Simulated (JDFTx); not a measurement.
The system is SnO.

```xyz
4
Lattice="3.8137 0.0000 0.0000 0.0000 3.8137 0.0000 0.0000 0.0000 4.8869" Properties=species:S:1:pos:R:3 pbc="T T T"
Sn    1.9068    0.0000    3.7367
Sn    0.0000    1.9068    1.1503
O     0.0000    0.0000    0.0000
O     1.9068    1.9068    0.0000
```

The cell is a database's computed one.

- Program: JDFTx 1.7.0 (patched build)
- Task: single point
- Functional: PBEsol
- Potentials or basis: PseudoDojo-SR-PBEsol-0.4.1-standard with smoothed tails
- Cutoff: 1143 eV
- Density cutoff: 9143 eV
- k mesh: 7 × 7 × 6
- Occupations: fermi-dirac, width 0.05 eV
- Spin: no spin polarisation

On this cell: pressure 0.0 GPa; largest force 0.158 eV/Å; band gap on the k mesh 0.35 eV, indirect (least direct gap 1.98 eV).

The same run follows on a disturbed copy (atoms moved at random, drawn with an rms of 0.05 Å):

```
Sn O
1.0
     3.81370    0.00000    0.00000
     0.00000    3.81370    0.00000
     0.00000    0.00000    4.88691
Sn O
2 2
Direct
  0.50918 0.99567 0.76977
  0.00319 0.50075 0.22490
  0.00685 0.00345 0.99809
  0.49356 0.49563 0.99839
```

Q: What does the disturbed cell give?

A: The energy moves by +13.1 meV/atom; pressure 2.6 GPa; largest force 0.934 eV/Å; band gap on the k mesh 0.58 eV, indirect (least direct gap 1.88 eV).

Forces on the atoms (eV/Å):
```
Sn  -0.111  0.049 -0.842
Sn  -0.101 -0.001  0.928
O   -0.186 -0.186 -0.028
O    0.398  0.139 -0.058
```

Stress tensor (GPa, compression positive):
```
 2.47  0.03 -0.17
 0.03  2.35  0.00
-0.17  0.00  2.84
```

Caveats: spin-orbit coupling is left out, which moves the levels of the heavy elements; an odd mesh through Γ misses points on the zone boundary, where band edges often lie.
